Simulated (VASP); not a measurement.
**Ge in VASP: how settings move the PBE single point**

Aim: see what changed inputs do to the PBE single point of diamond Ge, under -4.0 % strain along z alone.

The runs shown are made with VASP 6.6.1. PAW datasets, plane waves. (Simulation; spin polarisation is off (in the reference).)

### 1 Starting point

The cell comes from an earlier relaxation with r2SCAN in another program, then strained, with the atoms relaxed again. Some of the altered inputs switch spin polarisation on.

It is tetragonal, I4_1/amd (No. 141); a = 4.012 Å, c = 5.447 Å in the conventional setting, 21.92 Å³ an atom. Near Ge stand 4 Ge at 2.42 Å.

Structure file:

```xyz
2
Lattice="0.0000 2.8369 2.7234 2.8369 0.0000 2.7234 2.8369 2.8369 0.0000" Properties=species:S:1:pos:R:3 pbc="T T T"
Ge    0.0000    0.0000    0.0000
Ge    1.4184    1.4184    1.3617
```

### 2 Reference

The input, INCAR:

```
ENCUT = 520.000000
SIGMA = 0.020000
EDIFF = 1.00e-07
GGA = PE
PREC = Accurate
IBRION = -1
ISIF = 2
ISMEAR = -1
NBANDS = 21
NELM = 120
NSW = 0
LASPH = .TRUE.
LCHARG = .FALSE.
LWAVE = .FALSE.
LREAL = .FALSE.
```

The input, KPOINTS:

```
KPOINTS created by Atomic Simulation Environment
0
Gamma
8 8 8
0 0 0
```

The input, POSCAR:

```
Ge
 1.0000000000000000
     0.0000000000000000    2.8368735120999999    2.7233985716000002
     2.8368735120999999    0.0000000000000000    2.7233985716000002
     2.8368735120999999    2.8368735120999999    0.0000000000000000
 Ge
   2
Cartesian
  0.0000000000000000  0.0000000000000000  0.0000000000000000
  1.4184367560500000  1.4184367560500000  1.3616992858000001
```

A file KPOINTS_OPT adds named points for the levels; it doesn't enter the self-consistent loop.

Potentials: the recommended PBE PAW datasets, 28 valence electrons.

On the command line:

```bash
$ mpirun -np 1 vasp_std
```

### 3 Variant 1

The input, INCAR:

```
ENCUT = 520.000000
GGA = PE
PREC = Accurate
IBRION = -1
ISIF = 2
NBANDS = 21
NELM = 120
NSW = 0
LASPH = .TRUE.
LCHARG = .FALSE.
LWAVE = .FALSE.
LREAL = .FALSE.
EDIFF = 0.001
ISMEAR = -5
SIGMA = 0.05
```

KPOINTS is that of step 2.

POSCAR is that of step 2.

### 4 Variant 2

Changes to INCAR since step 2:

```diff
@@ -15 +15,4 @@
 LREAL = .FALSE.
+ISPIN = 2
+MAGMOM = 0.5 0.5
+LMAXMIX = 4
```

KPOINTS is that of step 2.

POSCAR is that of step 2.

### 5 Variant 3

Changes to INCAR since step 2:

```diff
@@ -9,3 +9,2 @@
 NBANDS = 21
-NELM = 120
 NSW = 0
@@ -15 +14,2 @@
 LREAL = .FALSE.
+NELM = 56
```

The input, KPOINTS:

```
KPOINTS created by Atomic Simulation Environment
0
Gamma
2 2 2
0 0 0
```

POSCAR is that of step 2.

Q: Predict the outcome of this session. Wanted: for each run, changed; ending; energy change; pressure; electronic steps; usable.

As calculated:

| run | changed | ending | energy change (meV/atom) | pressure (GPa) | gap on the mesh (eV; negative: overlap) | electronic steps | time | usable |
| --- | --- | --- | --- | --- | --- | --- | --- | --- |
| ref. | – | converged | 0 | 6.1 | 0.05 | 13 | 53 s | yes |
| 1 | EDIFF = 0.001, ISMEAR = -5, SIGMA = 0.05 | converged | 0.0 | 5.5 | 0.05 | 9 | 30 s | no |
| 2 | ISPIN = 2, MAGMOM = 0.5 0.5, LMAXMIX = 4 | converged | 0.0 | 6.2 | – | 15 | 94 s | yes |
| 3 | NELM = 56, mesh 2×2×2 | converged | 1493.2 | 13.4 | 0.04 | 14 | 7.2 s | no |

What this shows: Of 3 altered inputs, 2 ended normally on a faulty or unsound input, 1 gave usable results.
